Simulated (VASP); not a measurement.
A run of VASP 6.6.1:

POSCAR

```
LaB6
1.0
    4.3297120000      0.0000000000      0.0000000000
    0.0000000000      4.3297120000      0.0000000000
    0.0000000000      0.0000000000      4.3297120000
La B
1 6
Direct
    0.0000000000      0.0000000000      0.0000000000
    0.5000000000      0.5000000000      0.2000000000
    0.5000000000      0.5000000000      0.8000000000
    0.2000000000      0.5000000000      0.5000000000
    0.8000000000      0.5000000000      0.5000000000
    0.5000000000      0.2000000000      0.5000000000
    0.5000000000      0.8000000000      0.5000000000
```

INCAR.step1

```
PREC = Accurate
ENCUT = 520
ISMEAR = -1
SIGMA = 0.1
LREAL = False
LASPH = True
NELM = 60
NBANDS = 24
GGA = PE
ALGO = Normal
EDIFF = 1E-4
LWAVE = True
LCHARG = False
```

File INCAR.step2:

```
PREC = Accurate
ENCUT = 520
EDIFF = 1E-6
ISMEAR = -1
SIGMA = 0.1
LREAL = False
LASPH = True
NELM = 60
ALGO = Normal
ISIF = 2
LWAVE = False
LCHARG = False
METAGGA = R2SCAN
LMIXTAU = True
NBANDS = 24
ISTART = 1
```

File KPOINTS:

```
Automatic mesh
0
Gamma
  4 4 4
```

Potentials or basis: VASP PAW PBE potentials, release 64 (La, B).

Run with:

```bash
$ cat potpaw_PBE.64/La/POTCAR potpaw_PBE.64/B/POTCAR > POTCAR
$ cp INCAR.step1 INCAR
$ mpirun -np 1 vasp_std > vasp.out
$ cp INCAR.step2 INCAR
$ mpirun -np 1 vasp_std > vasp.out
```

Hardware: 1 thread of Intel(R) Xeon(R) Platinum 8559C (Emerald Rapids) (shared host).

Problem. How long does it take, and how much memory?

Solution. It took 100 s on 1 thread of Intel(R) Xeon(R) Platinum 8559C (Emerald Rapids) (shared host), peak memory 0.19 GiB. Counts: scf iterations 16, k points 10.
